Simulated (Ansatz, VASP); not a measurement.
## Two plane-wave programs on Pb

```
Pb
1.0
     3.54671    0.00000    0.00000
    -1.77336    3.07154    0.00000
     0.00000    0.00000    6.20026
Pb
2
Cartesian
  0.0000 2.0477 1.5501
  1.7734 1.0238 4.6502
```

Alike in both runs: task single point; functional PBE; k mesh 15 × 15 × 8; occupations gaussian, width 0.1 eV; no spin polarisation.

|  | VASP | Ansatz |
| --- | --- | --- |
| version | VASP 6.6.1 | Ansatz 0.2.0 |
| potentials or method | VASP PAW PBE potentials, release 64 (Pb_d) | scalar-relativistic, plane waves, PAW |
| plane-wave cutoff (eV) | 520 | 420 |
| valence electrons in the cell | 28 | 28 |

```csv
,VASP,Ansatz,Ansatz less VASP
gap on the k mesh at the Fermi level (eV),none,none,-
pressure (GPa),-1.9,-1.9,+0.07
largest component of the traceless stress (GPa),1.59,1.59,+0.008
```

A gap of «none» marks a metal or a gap that the smearing closes.

The runs have no spin-orbit coupling, so splittings on Pb are missing.
